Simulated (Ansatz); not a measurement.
# Pb under changes of volume

One of the cells (30.323 Å³/atom); the others are scaled copies at fixed shape and fractional positions:

```
CELL_PARAMETERS angstrom
0.00000 2.47502 2.47502
2.47502 0.00000 2.47502
2.47502 2.47502 0.00000
ATOMIC_POSITIONS crystal
Pb 0.00000 0.00000 0.00000
```

```yaml
Program: Ansatz 0.2.0
Functional: rPW86-PBE
Potentials_or_basis: Ansatz PAW
Cutoff: "420 eV (not typed: the program's choice for these potentials)"
k_mesh: 9 × 9 × 9
Occupations: fermi-dirac, width 0.05 eV
Spin: no spin polarisation
```

```tsv
volume (Å³/atom)	energy over the lowest point (meV/atom)	pressure (GPa)
28.503	128.83	9.7
29.110	94.95	8.2
29.716	66.79	6.7
30.323	43.79	5.5
30.929	25.36	4.3
31.535	?	?
32.142	0.00	2.4
```

Question: What does the run at 31.535 Å³/atom give?

Answer: Energy over the lowest point 10.88 meV/atom; pressure 3.3 GPa.

Worked out: A Birch-Murnaghan fit of order 3 (a polynomial in V^(-2/3)) to the other rows has no minimum within the range. It gives 10.90 meV/atom at 31.535 Å³/atom, against the run's 10.88, and -dE/dV = 3.3 GPa, against 3.3.

Energies are extrapolated to zero smearing.

Caveats: the PAW data sets come from PBE, with cores solved anew for the run's functional, which leaves a small shift of forces and pressure.
